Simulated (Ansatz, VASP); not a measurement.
Mo in VASP and in Ansatz

INCAR

```
  PREC = Accurate
  ENCUT = 520
  EDIFF = 1E-6
  ISMEAR = 0
  SIGMA = 0.15
  LREAL = F
  LASPH = T
  NELM = 60
  ALGO = Fast
  ISIF = 2
  LWAVE = F
  LCHARG = F
  GGA = PE
  NBANDS = 13
```

The input KPOINTS:

```
regular mesh
0
Gamma
  22 22 22
```

Contents of POSCAR:

```
Mo
1.0
   -0.7359324326      1.7323970413      1.7323970413
    1.7323970413     -0.7359324326      1.7323970413
    1.7323970413      1.7323970413     -0.7359324326
Mo
1
Direct
    0.0000000000      0.0000000000      0.0000000000
```

Input for Ansatz:

```yaml
crystal:
  lattice:
    - [-0.7359324326, 1.7323970413, 1.7323970413]
    - [1.7323970413, -0.7359324326, 1.7323970413]
    - [1.7323970413, 1.7323970413, -0.7359324326]
  atoms:
    - { symbol: Mo, position: [0.0, 0.0, 0.0] }
basis:
  ecutwfc: 420
kpoints:
  mp_grid: { grid: [22, 22, 22] }
hamiltonian:
  xc: pbe
  pseudopotentials: { kind: paw, azcp: { folder: soft_1 } }
scf:
  occupations: { method: gaussian, width: 0.15 }
output:
  forces: true
  stress: true
  eigenvalues: true
```

Alike in both runs: task single point; functional PBE; k mesh 22 × 22 × 22; occupations gaussian, width 0.15 eV; no spin polarisation.

|  | VASP | Ansatz |
| --- | --- | --- |
| version | VASP 6.6.1 | Ansatz 0.2.0 |
| potentials or method | VASP PAW PBE potentials, release 64 (Mo_sv) | scalar-relativistic, plane waves, PAW |
| plane-wave cutoff (eV) | 520 | 420 |
| valence electrons in the cell | 14 | 14 |

VASP gave:

* gap on the k mesh at the Fermi level (eV): none
* pressure (GPa): 11.0
* largest component of the traceless stress (GPa): 6.88

Question: Which values does Ansatz return?

Answer: gap on the k mesh at the Fermi level (eV): none; pressure (GPa): 10.4; largest component of the traceless stress (GPa): 6.86.

A gap of «none» marks a metal or a gap that the smearing closes.
